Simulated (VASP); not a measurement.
TiSi, 2 atoms in the cell. The structure is cubic, space group F-43m (No. 216). The conventional cell has a = 5.671 Å, b = 5.671 Å, c = 5.671 Å, α = 90.00°, β = 90.00°, γ = 90.00°. Around Ti (site symmetry -43m) lie 4 Si at 2.46 Å. Around Si (site symmetry -43m) lie 4 Ti at 2.46 Å. The cell comes from a database or a generator and needn't be the stable form of this composition.

```yaml
Program: VASP 6.6.1
Task: single point
Functional: PBEsol
Potentials_or_basis: VASP PAW PBE potentials, release 64 (Ti_sv, Si)
Cutoff: 520 eV
k_mesh: 6 × 6 × 6
Occupations: gaussian, width 0.05 eV
Spin: no spin polarisation
Dipole_correction: no
Further_INCAR_settings: ALGO = Normal; EDIFF = 1e-07; NBANDS = 15
```

Potentials or basis: VASP PAW PBE potentials, release 64 (Ti_sv, Si).

Run with:

```sh
$ cat potpaw_PBE.64/Ti_sv/POTCAR potpaw_PBE.64/Si/POTCAR > POTCAR
$ mpirun -np 1 vasp_std > vasp.out
```

Hardware: 1 thread of AMD EPYC 9R45 96-Core Processor (Zen 5), on a shared host.

Task: How long does it take, and how much memory?

Result: Wall time 6.5 s on 1 thread of AMD EPYC 9R45 96-Core Processor (Zen 5), on a shared host, peak memory 0.13 GiB. Counts: scf iterations 16, k points 16.
